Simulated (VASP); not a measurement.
A run of VASP 6.6.1 is set up as follows.

The input INCAR:

```
SYSTEM = AlN
ALGO = Normal ; EDIFF = 1E-6
EDIFFG = -0.01 ; ENCUT = 600
GGA = CA ; IBRION = 2
ISIF = 3 ; ISMEAR = 0
KPAR = 2 ; LASPH = .TRUE.
LCHARG = .FALSE. ; LREAL = .FALSE.
LWAVE = .FALSE. ; NELM = 80
NSW = 90 ; PREC = Accurate
SIGMA = 0.03
```

Contents of KPOINTS:

```
k-points
0
G
  12 12 6
  0 0 0
```

Contents of POSCAR:

```
AlN
1.0
    3.1130000000      0.0000000000      0.0000000000
   -1.5565000000      2.6959370820      0.0000000000
    0.0000000000      0.0000000000      4.9810000000
Al N
2 2
Direct
    0.3333333333      0.6666666667      0.0000000000
    0.6666666667      0.3333333333      0.5000000000
    0.3333333333      0.6666666667      0.3800000000
    0.6666666667      0.3333333333      0.8800000000
```

Potentials or basis: VASP PAW LDA potentials, release 64 (Al, N).

The run is started by

```bash
$ cat potpaw_LDA.64/Al/POTCAR potpaw_LDA.64/N/POTCAR > POTCAR
$ mpirun -np 2 vasp_std > vasp.out
```

Estimate the relaxed cell.

a = 3.091 Å, b = 3.091 Å, c = 4.947 Å, α = 90.00°, β = 90.00°, γ = 120.00°.

Predict the relaxed volume.

10.23 Å³/atom.

Predict the space group after relaxing (to 0.05 Å).

P6_3mc (No. 186).

Predict the band gap on the k mesh.

4.41 eV, direct.

The path:
| step | energy change (eV) | largest force (eV/Å) | pressure (GPa) | volume (Å³) |
| --- | --- | --- | --- | --- |
| 1 | 0.0000 | 0.1194 | -4.21 | 41.80 |
| 2 | -0.0009 | 0.0854 | 4.30 | 40.16 |
| 3 | -0.0124 | 0.0200 | -0.04 | 40.96 |
| 4 | -0.0124 | 0.0180 | 0.06 | 40.94 |
| 5 | -0.0126 | 0.0112 | 0.08 | 40.93 |
| 6 | -0.0126 | 0.0047 | 0.09 | 40.93 |

A k mesh can miss the band edges. Zero-point motion and thermal expansion aren't in these numbers.
